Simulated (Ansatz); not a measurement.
# Indium, fcc under PBE: from relaxation to bulk modulus, part 2 of 2

Aim: take indium in the fcc structure, relax it, solve it on a dense k-mesh, switch on spin-orbit coupling, then scale the cell to 7 volumes from 88 to 112 % of the relaxed one and try a fit of the equation of state. The k-meshes are 12×12×12 for the relaxation; 19×19×19 for the dense run; 11×11×11 for spin-orbit coupling; 19×19×19 for the volumes.

Ansatz 0.2.0; DFT, PBE, plane waves (420 eV) with PAW, scalar-relativistic. Earlier steps stand in the parts before.

## 8. Volume × 1.0

This is In in the fcc structure; at room conditions it is tetragonal.

Input file input.yaml:

```yaml
crystal:
  lattice:
    - [0.0, 2.394279809, 2.394279809]
    - [2.394279809, 0.0, 2.394279809]
    - [2.394279809, 2.394279809, 0.0]
  atoms:
    - { symbol: In, position: [0.0, 0.0, 0.0] }
hamiltonian:
  xc: pbe
  pseudopotentials:
    kind: paw
    azcp:
      In: "pseudopotentials/In.paw.azcp"
basis:
  ecutwfc: 420
  fft_grid_basis: typed
kpoints:
  mp_grid: { grid: [19, 19, 19], shift: [0, 0, 0] }
magnetization:
  spin_polarized: false
scf:
  occupations: { method: fermi_dirac, width: 0.1 }
output:
  stress: true
```

Standard output, cut to the lines that bear on the results:

```text
[...]
Pseudopotentials: kind: paw
Pseudopotential: In, paw, valence charge 13, recommended cutoff 420 eV (normal), <dir>
Functional definition: PBE
[...]
Crystal: 1 atoms, lattice volume = 27.451 Å³
Basis set: ecut = 420 eV, 537 PW (Γ)
Bands: 11, of which v1, the nominal top of the filled ones, is band 7 counted from 1 (6 counted from 0)
Symmetry: 48 space group operations
Space group: Fm-3m (ITA 225), of the structure as read, at distance tolerance 3.0e-5 Å
k-points: 220 of 6859
[...]
SCF iter   1: F=—  HF=-5597.853886 eV  |F-HF|=—  |Δ(HF+E_count)|=         —  Δρ=1.14e-3  dr2=2.13e-4  ethr=1.77e-3  ⟨swp⟩=4.9  Hψ=14192  notcnv=0
[...]
SCF iter   7: F=-5597.853460 eV  HF=-5597.853460 eV  |F-HF|=2.30e-8  |Δ(HF+E_count)|=   2.22e-7  Δρ=1.07e-5  dr2=1.83e-8  ethr=7.69e-10  ⟨swp⟩=3.2  Hψ=8588  notcnv=0
[...]
SCF converged after 7 iterations
Free energy (F): -5597.853460 eV
[...]
E sigma→0 (E₀):  -5597.845697 eV
Entropy (-TS):   -0.015526 eV (-15.526 meV/atom)
Fermi energy:    9.612268 eV
[...]
--- Stress (GPa, compression-positive) ---
        0.060447       0.000000       0.000000
        0.000000       0.060447      -0.000000
        0.000000      -0.000000       0.060447
  P = ⅓ Tr σ = 0.0604 GPa (0.604 kbar)
```

It took 6.1 s on 1 thread of an x86-64 CPU, shared host; peak memory 0.52 GiB.

## 9. Volume × 1.04

input.yaml: that of step 8 with these lines changed.

```diff
@@ -2,5 +2,5 @@
   lattice:
-    - [0.0, 2.394279809, 2.394279809]
-    - [2.394279809, 0.0, 2.394279809]
-    - [2.394279809, 2.394279809, 0.0]
+    - [0.0, 2.4257871038, 2.4257871038]
+    - [2.4257871038, 0.0, 2.4257871038]
+    - [2.4257871038, 2.4257871038, 0.0]
   atoms:
```

Standard output, cut to the lines that bear on the results:

```text
[...]
Pseudopotentials: kind: paw
Pseudopotential: In, paw, valence charge 13, recommended cutoff 420 eV (normal), <dir>
Functional definition: PBE
[...]
Crystal: 1 atoms, lattice volume = 28.549 Å³
Basis set: ecut = 420 eV, 537 PW (Γ)
Bands: 11, of which v1, the nominal top of the filled ones, is band 7 counted from 1 (6 counted from 0)
Symmetry: 48 space group operations
Space group: Fm-3m (ITA 225), of the structure as read, at distance tolerance 3.1e-5 Å
k-points: 220 of 6859
[...]
SCF iter   1: F=—  HF=-5597.849788 eV  |F-HF|=—  |Δ(HF+E_count)|=         —  Δρ=1.15e-3  dr2=1.96e-4  ethr=1.77e-3  ⟨swp⟩=4.9  Hψ=14136  notcnv=0
[...]
SCF iter   6: F=-5597.849361 eV  HF=-5597.849361 eV  |F-HF|=1.04e-7  |Δ(HF+E_count)|=   1.98e-7  Δρ=2.23e-5  dr2=8.65e-8  ethr=7.69e-10  ⟨swp⟩=2.8  Hψ=8775  notcnv=0
[...]
SCF converged after 6 iterations
Free energy (F): -5597.849361 eV
[...]
E sigma→0 (E₀):  -5597.841192 eV
Entropy (-TS):   -0.016338 eV (-16.338 meV/atom)
Fermi energy:    9.090824 eV
[...]
--- Stress (GPa, compression-positive) ---
       -1.205295      -0.000000       0.000000
        0.000000      -1.205295       0.000000
        0.000000      -0.000000      -1.205295
  P = ⅓ Tr σ = -1.2053 GPa (-12.053 kbar)
```

Wall time 6 s (1 thread of an x86-64 CPU, shared host); peak memory 0.54 GiB.

## 10. Volume × 1.08

input.yaml: that of step 9 with these lines changed.

```diff
@@ -2,5 +2,5 @@
   lattice:
-    - [0.0, 2.4257871038, 2.4257871038]
-    - [2.4257871038, 0.0, 2.4257871038]
-    - [2.4257871038, 2.4257871038, 0.0]
+    - [0.0, 2.4564965298, 2.4564965298]
+    - [2.4564965298, 0.0, 2.4564965298]
+    - [2.4564965298, 2.4564965298, 0.0]
   atoms:
```

Standard output, cut to the lines that bear on the results:

```text
[...]
Pseudopotentials: kind: paw
Pseudopotential: In, paw, valence charge 13, recommended cutoff 420 eV (normal), <dir>
Functional definition: PBE
[...]
Crystal: 1 atoms, lattice volume = 29.647 Å³
Basis set: ecut = 420 eV, 561 PW (Γ)
Bands: 11, of which v1, the nominal top of the filled ones, is band 7 counted from 1 (6 counted from 0)
Symmetry: 48 space group operations
Space group: Fm-3m (ITA 225), of the structure as read, at distance tolerance 3.1e-5 Å
k-points: 220 of 6859
[...]
SCF iter   1: F=—  HF=-5597.838008 eV  |F-HF|=—  |Δ(HF+E_count)|=         —  Δρ=1.11e-3  dr2=1.66e-4  ethr=1.77e-3  ⟨swp⟩=4.9  Hψ=14142  notcnv=0
[...]
SCF iter   6: F=-5597.837588 eV  HF=-5597.837588 eV  |F-HF|=4.17e-9  |Δ(HF+E_count)|=   2.09e-8  Δρ=4.36e-6  dr2=3.32e-9  ethr=1.20e-10  ⟨swp⟩=2.2  Hψ=7618  notcnv=0
[...]
SCF converged after 6 iterations
Free energy (F): -5597.837588 eV
[...]
E sigma→0 (E₀):  -5597.828988 eV
Entropy (-TS):   -0.017199 eV (-17.199 meV/atom)
Fermi energy:    8.608952 eV
[...]
--- Stress (GPa, compression-positive) ---
       -2.189785      -0.000000       0.000000
       -0.000000      -2.189785       0.000000
        0.000000      -0.000000      -2.189785
  P = ⅓ Tr σ = -2.1898 GPa (-21.898 kbar)
```

It took 7.3 s on 1 thread of an x86-64 CPU, shared host; peak memory 0.53 GiB.

## 11. Volume × 1.12

input.yaml: that of step 10 with these lines changed.

```diff
@@ -2,5 +2,5 @@
   lattice:
-    - [0.0, 2.4564965298, 2.4564965298]
-    - [2.4564965298, 0.0, 2.4564965298]
-    - [2.4564965298, 2.4564965298, 0.0]
+    - [0.0, 2.4864567572, 2.4864567572]
+    - [2.4864567572, 0.0, 2.4864567572]
+    - [2.4864567572, 2.4864567572, 0.0]
   atoms:
```

Standard output, cut to the lines that bear on the results:

```text
[...]
Pseudopotentials: kind: paw
Pseudopotential: In, paw, valence charge 13, recommended cutoff 420 eV (normal), <dir>
Functional definition: PBE
[...]
Crystal: 1 atoms, lattice volume = 30.745 Å³
Basis set: ecut = 420 eV, 609 PW (Γ)
Bands: 11, of which v1, the nominal top of the filled ones, is band 7 counted from 1 (6 counted from 0)
Symmetry: 48 space group operations
Space group: Fm-3m (ITA 225), of the structure as read, at distance tolerance 3.1e-5 Å
k-points: 220 of 6859
[...]
SCF iter   1: F=—  HF=-5597.820255 eV  |F-HF|=—  |Δ(HF+E_count)|=         —  Δρ=1.08e-3  dr2=1.46e-4  ethr=1.77e-3  ⟨swp⟩=5.0  Hψ=14160  notcnv=0
[...]
SCF iter   6: F=-5597.819856 eV  HF=-5597.819856 eV  |F-HF|=4.55e-11  |Δ(HF+E_count)|=  2.42e-10  Δρ=4.92e-7  dr2=4.14e-11  ethr=1.73e-10  ⟨swp⟩=2.6  Hψ=8256  notcnv=0
[...]
SCF converged after 6 iterations
Free energy (F): -5597.819856 eV
[...]
E sigma→0 (E₀):  -5597.810819 eV
Entropy (-TS):   -0.018074 eV (-18.074 meV/atom)
Fermi energy:    8.162645 eV
[...]
--- Stress (GPa, compression-positive) ---
       -2.953170       0.000000      -0.000000
       -0.000000      -2.953170       0.000000
       -0.000000      -0.000000      -2.953170
  P = ⅓ Tr σ = -2.9532 GPa (-29.532 kbar)
```

Wall time 6.9 s (1 thread of an x86-64 CPU, shared host); peak memory 0.52 GiB.

## 12. The equation of state

All volumes keep the relaxed shape and fractional coordinates.

```tsv
V (Å³/atom)	E − E₀ (meV/atom)	P from the stress (GPa)	P from the fit (GPa)
24.157	58.0	6.44	6.43
25.255	23.5	3.77	3.74
26.353	5.4	1.69	1.64
27.451	0.0	0.06	0.01
28.549	4.5	-1.21	-1.27
29.647	16.7	-2.19	-2.25
30.745	34.9	-2.95	-3.02
```

A third-order Birch-Murnaghan fit gives V₀ = 27.455 Å³/atom, B₀ = 36 GPa and B₀′ = 5.3; it misses no point by more than 0.01 meV/atom.

## 13. What came out

What follows sums up all 2 parts.

| quantity | value |
| --- | --- |
| space group (spins left aside) | Fm-3m (No. 225) |
| conventional cell | a = 4.789 Å |
| volume | 27.451 Å³/atom |
| shortest distance | 3.386 Å |
| gap on the mesh | none (levels filled in part) |
| relative to body-centred tetragonal | -1 meV/atom |
| V₀, B₀, B₀′ | 27.455 Å³/atom, 36 GPa, 5.3 |

In words: The relaxation enlarged the cell by 5.0 % in volume. Against the reference form of indium (body-centred tetragonal, computed apart with the same settings) it stands 1 meV/atom lower, within what mesh and smearing can decide. Levels at the Fermi energy are filled in part, as in a metal. Totals with and without spin-orbit coupling (-1.9 eV/atom apart) can't be read as binding, since the two-component data shift the zero of energy. B₀ comes out at 36 GPa. The symmetry was held, so the structure may be unstable against distortions that break it.
